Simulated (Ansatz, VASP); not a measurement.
Two plane-wave programs on Bi

```xyz
1
Lattice="0.0000 2.5245 2.8435 2.1803 0.0000 2.8435 2.1803 2.5245 0.0000" Properties=species:S:1:pos:R:3 pbc="T T T"
Bi    0.0000    0.0000    0.0000
```

Alike in both runs: functional r2SCAN; k mesh 6 × 6 × 6; occupations gaussian, width 0.1 eV; no spin polarisation.

Ansatz relaxed the structure, and its values are those at the end. VASP's run is a single point on that final structure, the one shown.

|  | VASP | Ansatz |
| --- | --- | --- |
| version | VASP 6.6.1 | Ansatz 0.2.0 |
| potentials or method | VASP PAW PBE potentials, release 64 (Bi_d) | scalar-relativistic, plane waves, PAW |
| plane-wave cutoff (eV) | 520 | 500 |
| valence electrons in the cell | 15 | 15 |

|  | VASP | Ansatz | Ansatz less VASP |
| --- | --- | --- | --- |
| gap on the k mesh at the Fermi level (eV) | none | none | - |
| pressure (GPa) | -0.1 | -0.1 | +0.05 |

A gap of «none» marks a metal or a gap that the smearing closes. With one functional, cell and mesh, what is left measures potentials, basis and numerics.

Caveats: the k mesh is coarse (spacing up to 0.37 Å⁻¹), so the values aren't converged; the PAW data sets were made with another functional, which shifts forces and pressure a little (VASP); spin-orbit coupling is left out, which moves the levels of the heavy elements.
